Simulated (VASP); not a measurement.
# PbS (Cmcm) in VASP: equation of state

How stiff is PbS in PBEsol, and what volume does it want? The cell is scaled to several volumes.

Program: VASP 6.6.1. These are calculated values, not measurements. Logs are shortened: lines on timing, memory, paths and dates and some standing lists are left out, and cuts for length are marked.

## Step 1: The structure

The structure is orthorhombic, space group Cmcm (No. 63). The conventional cell has a = 4.160 Å, b = 11.983 Å, c = 4.279 Å, α = 90.00°, β = 90.00°, γ = 90.00°. Around Pb (site symmetry m2m) lie 5 S at 2.69 to 2.99 Å. S (site symmetry m2m) is surrounded by 5 Pb at 2.69 to 2.99 Å.

Measurements of this composition are mostly on another form, of space group No. 225.

## Step 2: Equation of state, PBEsol, 25.06 Å³/atom (volume scaled by 0.94)

Contents of INCAR:

```
  PREC = Accurate
  ENCUT = 520
  EDIFF = 1E-7
  ISMEAR = -1
  SIGMA = 0.05
  LREAL = F
  LASPH = T
  NELM = 80
  ALGO = Normal
  ISIF = 2
  LWAVE = F
  LCHARG = F
  GGA = PS
  NBANDS = 28
```

Contents of KPOINTS:

```
regular mesh
0
Gamma
  7 7 6
```

Contents of POSCAR:

```
PbS
1.0
    2.0374927668     -5.8689911821      0.0000000000
    2.0374927668      5.8689911821      0.0000000000
    0.0000000000      0.0000000000      4.1919633476
Pb S
2 2
Direct
    0.1305633500      0.8694366500      0.2500000000
    0.8694366500      0.1305633500      0.7500000000
    0.3547970900      0.6452029100      0.2500000000
    0.6452029100      0.3547970900      0.7500000000
```

Potentials or basis: VASP PAW PBE potentials, release 64 (Pb_d, S).

Launch:

```console
$ cat potpaw_PBE.64/Pb_d/POTCAR potpaw_PBE.64/S/POTCAR > POTCAR
$ mpirun -np 1 vasp_std > vasp.out
```

OUTCAR:

```text
PREC = Accurate
   ENCUT = 520
   EDIFF = 1E-7
   ISMEAR = -1
   LREAL = F
   LASPH = T
   NELM = 80
   ISIF = 2
   GGA = PS

 Found     64 irreducible k-points:

 Following reciprocal coordinates:
            Coordinates               Weight
  0.000000  0.000000  0.000000      1.000000
  0.142857  0.000000  0.000000      4.000000
  0.285714 -0.000000  0.000000      4.000000
  0.428571  0.000000  0.000000      4.000000
  0.142857  0.142857  0.000000      2.000000
  0.285714  0.142857  0.000000      4.000000
   k-points           NKPTS =     64   k-points in BZ     NKDIM =     64   number of bands    NBANDS=     28
   number of dos      NEDOS =    301   number of ions     NIONS =      4
   total plane-waves  NPLWV =  73728
   dimension x,y,z NGX =    48 NGY =   48 NGZ =   32
   dimension x,y,z NGXF=    96 NGYF=   96 NGZF=   64
   ions per type =               2   2
   NGX,Y,Z   is equivalent  to a cutoff of  12.84, 12.84, 12.69 a.u.
   NGXF,Y,Z  is equivalent  to a cutoff of  25.69, 25.69, 25.38 a.u.
 SYSTEM =  unknown system
   PREC   = accura    normal or accurate (medium, high low for compatibility)
   ISTART =      0    job   : 0-new  1-cont  2-samecut
   ICHARG =      2    charge: 1-file 2-atom 10-const
   ISPIN  =      1    spin polarized calculation?
   LNONCOLLINEAR =      F non collinear calculations
   LSORBIT =      F    spin-orbit coupling
   LASPH  =      T    aspherical Exc in radial PAW
   ENCUT  =  520.0 eV  38.22 Ry    6.18 a.u.  11.55 11.55  7.79*2*pi/ulx,y,z
   NELM   =     80;   NELMIN=  2; NELMDL= -5     # of ELM steps
   EDIFF  = 0.1E-06   stopping-criterion for ELM
   LREAL  =      F    real-space projection
   EDIFFG = 0.1E-05   stopping-criterion for IOM
   NSW    =      0    number of steps for IOM
   IBRION =     -1    ionic relax: 0-MD 1-quasi-New 2-CG
   NFREE  =      0    steps in history (QN), initial steepest desc. (CG)
   ISIF   =      2    stress and relaxation
   ISYM   =      2    0-nonsym 1-usesym 2-fastsym
   POTIM  = 0.5000    time-step for ionic-motion
   TEBEG  =    0.0;   TEEND  =   0.0 temperature during run
   PSTRESS=    0.0 pullay stress
   NELECT =      40.0000    total number of electrons
   NUPDOWN=      -1.0000    fix difference up-down
   EMIN   =  10.00;   EMAX   =-10.00  energy-range for DOS
   EFERMI =   0.00;   METHOD = LEGACY
   ISMEAR =    -1;   SIGMA  =   0.05  broadening in eV -4-tet -1-fermi 0-gaus
   EFERMI_NEDOS =   21; number of points for ismear=-14 and -15
   IALGO  =     38    algorithm
   IMIX   =      4    mixing-type and parameters
     AMIX     =   0.40;   BMIX     =  1.00
     AMIX_MAG =   1.60;   BMIX_MAG =  1.00
  volume/ion in A,a.u.               =      25.06       169.14
  Fermi-wavevector in a.u.,A,eV,Ry     =   1.205200  2.277498 19.762561  1.452507
  Thomas-Fermi vector in A             =   2.340903
   LORBIT       =      0    0 simple, 1 ext, 2 COOP (PROOUT), +10 PAW based schemes
   GGA     = PS    functional components
   LHFCALC =     F    Hartree Fock is set to
   AEXX    =    0.0000 exact exchange contribution
   IVDW    =     0    specifies the selected vdW correction
   LEPSILON=     F    determine dielectric tensor
   LRPA    =     F    only Hartree local field effects (RPA)
 non-spin polarized calculation
  energy-cutoff  :      520.00
  volume of cell :      100.26
 maximum number of plane-waves:      2732
 NGX is ok and might be reduce to    48
   NGX = 23   NGY = 23   NGZ = 15

 number of electron      39.9999997 magnetization

 Free energy of the ion-electron system (eV)
  ---------------------------------------------------
  ext. energy  EPLUGINS =         0.00000000
  ---------------------------------------------------
  free energy    TOTEN  =       -18.75376858 eV

  energy without entropy =      -18.75376753  energy(sigma->0) =      -18.75376805

 E-fermi :   6.0562     XC(G=0): -10.0729

 val. band max:        5.5237959101   @ k =  -0.4286   0.4286   0.3333
 cond. band min:       6.5405923032   @ k =   0.4286   0.4286   0.0000
 fundamental gap:      1.0167963930
 Fermi energy:         6.0561767714

 k-point     1 :       0.0000    0.0000    0.0000
  band No.  band energies     occupation
      1     -10.8927      2.00000
      2     -10.7421      2.00000
      3     -10.7272      2.00000
      4     -10.7267      2.00000
      5     -10.6859      2.00000
      6     -10.6800      2.00000
      7     -10.6687      2.00000
      8     -10.6584      2.00000
      9     -10.6376      2.00000
     10     -10.5824      2.00000
     11      -7.9456      2.00000
     12      -5.8291      2.00000
     13      -1.3714      2.00000
     14      -0.2128      2.00000
     15       0.8717      2.00000
     16       2.2348      2.00000
     17       2.8438      2.00000
     18       3.6348      2.00000
     19       3.8322      2.00000
     20       4.9598      2.00000
     21       9.9729      0.00000
     22      10.2970      0.00000
     23      10.5019      0.00000
     24      11.3213      0.00000
     25      11.5237      0.00000
     26      11.5462      0.00000
     27      11.8340      0.00000
     28      12.4165      0.00000

 k-point     2 :       0.1429    0.0000    0.0000
  band No.  band energies     occupation
      1     -10.8756      2.00000
      2     -10.7360      2.00000
      3     -10.7251      2.00000
      4     -10.7143      2.00000
      5     -10.6885      2.00000
      6     -10.6878      2.00000
      7     -10.6734      2.00000
      8     -10.6619      2.00000
      9     -10.6408      2.00000
     10     -10.5853      2.00000
     11      -7.8000      2.00000
     12      -5.8430      2.00000
     13      -1.7047      2.00000
     14      -0.6536      2.00000
     15       1.0926      2.00000
     16       2.4355      2.00000
     17       3.0503      2.00000
     18       3.9491      2.00000
     19       4.1079      2.00000
     20       4.9345      2.00000
     21       8.8882      0.00000
     22      10.0566      0.00000
     23      10.3628      0.00000
     24      10.7386      0.00000
     25      10.8879      0.00000
     26      11.3249      0.00000
     27      11.9113      0.00000
     28      12.7594      0.00000

 k-point     3 :       0.2857   -0.0000    0.0000
  band No.  band energies     occupation
      1     -10.8340      2.00000
      2     -10.7310      2.00000
      3     -10.7252      2.00000
      4     -10.7080      2.00000
      5     -10.6941      2.00000
      6     -10.6874      2.00000
      7     -10.6784      2.00000
      8     -10.6630      2.00000
      9     -10.6452      2.00000
     10     -10.5927      2.00000
     11      -7.3873      2.00000
     12      -5.9298      2.00000
     13      -2.3868      2.00000
     14      -1.4867      2.00000
     15       1.7661      2.00000
     16       2.9949      2.00000
     17       3.5685      2.00000
     18       4.2134      2.00000
     19       4.6191      2.00000
     20       5.1025      2.00000
     21       7.5530      0.00000
     22       8.8195      0.00000
     23       8.9427      0.00000
     24       9.6768      0.00000
     25       9.7031      0.00000
     26      11.3313      0.00000
     27      12.7858      0.00000
     28      13.4445      0.00000

 k-point     4 :       0.4286    0.0000    0.0000
  band No.  band energies     occupation
      1     -10.7876      2.00000
      2     -10.7489      2.00000
      3     -10.7294      2.00000
      4     -10.7246      2.00000
      5     -10.6947      2.00000
      6     -10.6831      2.00000
      7     -10.6756      2.00000
      8     -10.6458      2.00000
      9     -10.6451      2.00000
     10     -10.6003      2.00000
     11      -6.8061      2.00000
     12      -6.2240      2.00000
     13      -2.8811      2.00000
     14      -2.0681      2.00000
     15       2.7173      2.00000
     16       3.6195      2.00000
     17       3.7391      2.00000
     18       4.2885      2.00000
     19       4.8041      2.00000
     20       5.3729      2.00000
     21       7.0817      0.00000
     22       7.6521      0.00000
     23       7.7924      0.00000
     24       8.7394      0.00000
     25       8.7675      0.00000
     26      11.1479      0.00000
     27      13.3718      0.00000
     28      14.2840      0.00000

 k-point     5 :       0.1429    0.1429    0.0000
  band No.  band energies     occupation
      1     -10.8364      2.00000
      2     -10.7298      2.00000
      3     -10.7285      2.00000
      4     -10.7029      2.00000
      5     -10.6948      2.00000
      6     -10.6856      2.00000
      7     -10.6835      2.00000
      8     -10.6586      2.00000
      9     -10.6531      2.00000
     10     -10.5879      2.00000
     11      -7.4236      2.00000
     12      -5.8793      2.00000
     13      -2.0917      2.00000
     14      -1.7143      2.00000
     15       1.4450      2.00000
     16       2.9499      2.00000
     17       3.6226      2.00000
     18       4.2626      2.00000
     19       4.8109      2.00000
     20       5.0282      2.00000
     21       7.3341      0.00000
     22       9.0106      0.00000
     23       9.2424      0.00000
     24       9.2814      0.00000
     25      10.2461      0.00000
     26      11.5766      0.00000
     27      12.7575      0.00000
     28      13.1597      0.00000

 k-point     6 :       0.2857    0.1429    0.0000
  band No.  band energies     occupation
      1     -10.7912      2.00000
      2     -10.7458      2.00000
      3     -10.7365      2.00000
      4     -10.7156      2.00000
      5     -10.6900      2.00000
      6     -10.6813      2.00000
      7     -10.6810      2.00000
      8     -10.6609      2.00000
      9     -10.6380      2.00000
     10     -10.5963      2.00000
     11      -6.8594      2.00000
     12      -6.1703      2.00000
     13      -2.6947      2.00000
     14      -2.1968      2.00000
     15       2.2106      2.00000
     16       3.6728      2.00000
     17       4.1026      2.00000
     18       4.3496      2.00000
     19       4.7972      2.00000
     20       5.4126      1.99999
     21       6.7809      0.00000
     22       7.6866      0.00000
     23       7.9628      0.00000
     24       8.6258      0.00000
     25       8.9595      0.00000
     26      11.5198      0.00000
     27      13.4372      0.00000
     28      13.8451      0.00000

 [... further k-points ...]

------------------------ aborting loop because EDIFF is reached ----------------------------------------

  FORCE on cell =-STRESS in cart. coord.  units (eV):
  Direction    XX          YY          ZZ          XY          YZ          ZX
  --------------------------------------------------------------------------------------
  -------------------------------------------------------------------------------------
  Total        0.9918033      1.2003929      0.8658184      0.0000000      0.0000000      0.0000000
  in kB       15.8499955     19.1834625     13.8366314      0.0000000      0.0000000      0.0000000
  external PRESSURE =      16.2900298 kB  Pullay stress =       0.0000000 kB

 VOLUME and BASIS-vectors are now :
 -----------------------------------------------------------------------------
  energy-cutoff  :      520.00
  volume of cell :      100.26
      direct lattice vectors                 reciprocal lattice vectors
     2.037492767 -5.868991182  0.000000000     0.245399644 -0.085193517  0.000000000
     2.037492767  5.868991182  0.000000000     0.245399644  0.085193517  0.000000000
     0.000000000  0.000000000  4.191963348     0.000000000  0.000000000  0.238551704

 POSITION                                       TOTAL-FORCE (eV/Angst)
 -----------------------------------------------------------------------------------
      2.03749      4.33644      1.04799         0.000000      0.366971     -0.000000
      2.03749     -4.33644      3.14397         0.000000     -0.366971      0.000000
      2.03749      1.70439      1.04799         0.000000     -0.271499      0.000000
      2.03749     -1.70439      3.14397         0.000000      0.271499      0.000000
 -----------------------------------------------------------------------------------
    total drift:                               -0.000000     -0.000000      0.000000

  FREE ENERGIE OF THE ION-ELECTRON SYSTEM (eV)
  ---------------------------------------------------
  free  energy   TOTEN  =       -18.7537685753 eV

  energy  without entropy=      -18.7537675251  energy(sigma->0) =      -18.75376805
```

Run time: 98 s. Hardware: 1 thread of Intel Xeon 6975P-C (Granite Rapids), shared host; peak memory 0.33 GiB.

What came out:

```
Free energy            : -18.7538 eV
Pressure               : 1.6 GPa
Largest force          : 0.367 eV/Å
Band gap on the k mesh : 1.02 eV, indirect (least direct gap 1.31 eV)
```

Caveat: the PAW data sets were made with another functional, which shifts forces and pressure a little; spin-orbit coupling is left out, which as a rule narrows the gap of such compounds by several tenths of an eV; an odd mesh through Γ misses points on the zone boundary, where band edges often lie.

## Step 3: Equation of state, PBEsol, 25.60 Å³/atom (volume scaled by 0.96)

INCAR is that of step 2.

KPOINTS is that of step 2.

Contents of POSCAR:

```
PbS
1.0
    2.0518417802     -5.9103234677      0.0000000000
    2.0518417802      5.9103234677      0.0000000000
    0.0000000000      0.0000000000      4.2214851889
Pb S
2 2
Direct
    0.1305633500      0.8694366500      0.2500000000
    0.8694366500      0.1305633500      0.7500000000
    0.3547970900      0.6452029100      0.2500000000
    0.6452029100      0.3547970900      0.7500000000
```

Potentials or basis: VASP PAW PBE potentials, release 64 (Pb_d, S).

Launch:

```console
$ cat potpaw_PBE.64/Pb_d/POTCAR potpaw_PBE.64/S/POTCAR > POTCAR
$ mpirun -np 1 vasp_std > vasp.out
```

It took 90 s on 1 thread of Intel Xeon 6975P-C (Granite Rapids), shared host; peak memory 0.34 GiB.

The run converged. Its results:

```yaml
Free_energy: -18.7676 eV
Pressure: 0.3 GPa
Largest_force: 0.223 eV/Å
Band_gap_on_the_k_mesh: 1.07 eV, indirect (least direct gap 1.34 eV)
```

Caveat: the PAW data sets were made with another functional, which shifts forces and pressure a little; spin-orbit coupling is left out, which as a rule narrows the gap of such compounds by several tenths of an eV; an odd mesh through Γ misses points on the zone boundary, where band edges often lie.

## Step 4: Equation of state, PBEsol, 26.13 Å³/atom (volume scaled by 0.98)

INCAR is that of step 3.

KPOINTS is that of step 3.

Contents of POSCAR:

```
PbS
1.0
    2.0659928603     -5.9510856073      0.0000000000
    2.0659928603      5.9510856073      0.0000000000
    0.0000000000      0.0000000000      4.2505997999
Pb S
2 2
Direct
    0.1305633500      0.8694366500      0.2500000000
    0.8694366500      0.1305633500      0.7500000000
    0.3547970900      0.6452029100      0.2500000000
    0.6452029100      0.3547970900      0.7500000000
```

Launch:

```console
$ cat potpaw_PBE.64/Pb_d/POTCAR potpaw_PBE.64/S/POTCAR > POTCAR
$ mpirun -np 1 vasp_std > vasp.out
```

Run time: 1.7 min. Hardware: 1 thread of Intel Xeon 6975P-C (Granite Rapids), shared host; peak memory 0.34 GiB.

The run converged. Its results:

* Free energy: -18.7648 eV
* Pressure: -0.9 GPa
* Largest force: 0.095 eV/Å
* Band gap on the k mesh: 1.12 eV, indirect (least direct gap 1.35 eV)

Caveat: the PAW data sets were made with another functional, which shifts forces and pressure a little; spin-orbit coupling is left out, which as a rule narrows the gap of such compounds by several tenths of an eV; an odd mesh through Γ misses points on the zone boundary, where band edges often lie.

## Step 5: Equation of state, PBEsol, 27.20 Å³/atom (volume scaled by 1.02)

INCAR is that of step 4.

KPOINTS is that of step 4.

Contents of POSCAR:

```
PbS
1.0
    2.0937276176     -6.0309754840      0.0000000000
    2.0937276176      6.0309754840      0.0000000000
    0.0000000000      0.0000000000      4.3076616397
Pb S
2 2
Direct
    0.1305633500      0.8694366500      0.2500000000
    0.8694366500      0.1305633500      0.7500000000
    0.3547970900      0.6452029100      0.2500000000
    0.6452029100      0.3547970900      0.7500000000
```

Launch:

```console
$ cat potpaw_PBE.64/Pb_d/POTCAR potpaw_PBE.64/S/POTCAR > POTCAR
$ mpirun -np 1 vasp_std > vasp.out
```

Wall time 1.7 min (1 thread of Intel Xeon 6975P-C (Granite Rapids), shared host); peak memory 0.34 GiB.

Results (log left out):

```
Free energy            : -18.7164 eV
Pressure               : -2.8 GPa
Largest force          : 0.153 eV/Å
Band gap on the k mesh : 1.20 eV, indirect (least direct gap 1.33 eV)
```

Caveat: the PAW data sets were made with another functional, which shifts forces and pressure a little; spin-orbit coupling is left out, which as a rule narrows the gap of such compounds by several tenths of an eV; an odd mesh through Γ misses points on the zone boundary, where band edges often lie.

## Step 6: Equation of state, PBEsol, 27.73 Å³/atom (volume scaled by 1.04)

INCAR is that of step 5.

KPOINTS is that of step 5.

Contents of POSCAR:

```
PbS
1.0
    2.1073236324     -6.0701387599      0.0000000000
    2.1073236324      6.0701387599      0.0000000000
    0.0000000000      0.0000000000      4.3356342523
Pb S
2 2
Direct
    0.1305633500      0.8694366500      0.2500000000
    0.8694366500      0.1305633500      0.7500000000
    0.3547970900      0.6452029100      0.2500000000
    0.6452029100      0.3547970900      0.7500000000
```

Potentials or basis: VASP PAW PBE potentials, release 64 (Pb_d, S).

Launch:

```console
$ cat potpaw_PBE.64/Pb_d/POTCAR potpaw_PBE.64/S/POTCAR > POTCAR
$ mpirun -np 1 vasp_std > vasp.out
```

It took 100 s on 1 thread of Intel Xeon 6975P-C (Granite Rapids), shared host; peak memory 0.34 GiB.

It converged, with:

| Property | Result |
| --- | --- |
| Free energy | -18.6737 eV |
| Pressure | -3.7 GPa |
| Largest force | 0.262 eV/Å |
| Band gap on the k mesh | 1.24 eV, indirect (least direct gap 1.33 eV) |

Caveat: the PAW data sets were made with another functional, which shifts forces and pressure a little; spin-orbit coupling is left out, which as a rule narrows the gap of such compounds by several tenths of an eV; an odd mesh through Γ misses points on the zone boundary, where band edges often lie.

## Step 7: Equation of state, PBEsol, 28.26 Å³/atom (volume scaled by 1.06)

INCAR is that of step 6.

KPOINTS is that of step 6.

Contents of POSCAR:

```
PbS
1.0
    2.1207464379     -6.1088031065      0.0000000000
    2.1207464379      6.1088031065      0.0000000000
    0.0000000000      0.0000000000      4.3632505017
Pb S
2 2
Direct
    0.1305633500      0.8694366500      0.2500000000
    0.8694366500      0.1305633500      0.7500000000
    0.3547970900      0.6452029100      0.2500000000
    0.6452029100      0.3547970900      0.7500000000
```

Launch:

```console
$ cat potpaw_PBE.64/Pb_d/POTCAR potpaw_PBE.64/S/POTCAR > POTCAR
$ mpirun -np 1 vasp_std > vasp.out
```

Run time: 93 s. Hardware: 1 thread of Intel Xeon 6975P-C (Granite Rapids), shared host; peak memory 0.35 GiB.

It converged, with:

```yaml
Free_energy: -18.6204 eV
Pressure: -4.4 GPa
Largest_force: 0.364 eV/Å
Band_gap_on_the_k_mesh: 1.25 eV, indirect (least direct gap 1.32 eV)
```

Caveat: the PAW data sets were made with another functional, which shifts forces and pressure a little; spin-orbit coupling is left out, which as a rule narrows the gap of such compounds by several tenths of an eV; an odd mesh through Γ misses points on the zone boundary, where band edges often lie.

## Step 8: Equation of state, PBEsol

Potentials or basis: VASP PAW PBE potentials, release 64 (Pb_d, S).

This step only gathers the single runs of the series.

Results:

```
Equilibrium volume                        : 25.77 Å³/atom
Bulk modulus at fixed shape and positions : 58 GPa
Pressure derivative of the bulk modulus   : 4.4
```

Energy against volume, from the lowest point:
```csv
volume (Å³/atom),energy (meV/atom)
25.064,3.45
25.597,0.00
26.130,0.69
26.664,5.08
27.197,12.80
27.730,23.47
28.263,36.79
```

Caveat: the cell was scaled at fixed shape and fractional positions, which overstates the stiffness of a crystal with free parameters, most of all of layers and chains; the PAW data sets were made with another functional, which shifts forces and pressure a little. The run has no spin-orbit coupling, so splittings on Pb are missing.
